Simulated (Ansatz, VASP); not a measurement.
**Two plane-wave programs on SbSe2**

```
Sb Se
1.0
     4.91274    0.00000    0.00000
    -2.45637    4.25456    0.00000
     0.00000    0.00000    3.69301
Sb Se
1 2
Direct
  0.00000 0.00000 0.78732
  0.33333 0.66667 0.51774
  0.66667 0.33333 0.51774
```

Alike in both runs: functional PBE; k mesh 6 × 6 × 6; occupations gaussian, width 0.1 eV; no spin polarisation.

Ansatz relaxed the structure, and its values are those at the end. VASP's run is a single point on that final structure, the one shown.

|  | VASP | Ansatz |
| --- | --- | --- |
| version | VASP 6.6.1 | Ansatz 0.2.0 |
| potentials or method | VASP PAW PBE potentials, release 64 (Sb, Se) | scalar-relativistic, plane waves, PAW |
| plane-wave cutoff (eV) | 520 | 420 |
| valence electrons in the cell | 17 | 47 |

Ansatz gave:

```
gap on the k mesh at the Fermi level (eV) : none
pressure (GPa)                            : -0.1
rms of the force components (eV/Å)        : 0.009
```

Task: Which values does VASP return?

Result: gap on the k mesh at the Fermi level (eV): none; pressure (GPa): -0.2; rms of the force components (eV/Å): 0.010.

A gap of «none» marks a metal or a gap that the smearing closes. With one functional, cell and mesh, what is left measures potentials, basis and numerics. The two sets of potentials don't hold the same shells in valence.

Spin-orbit coupling is left out, which matters for the levels of Sb.
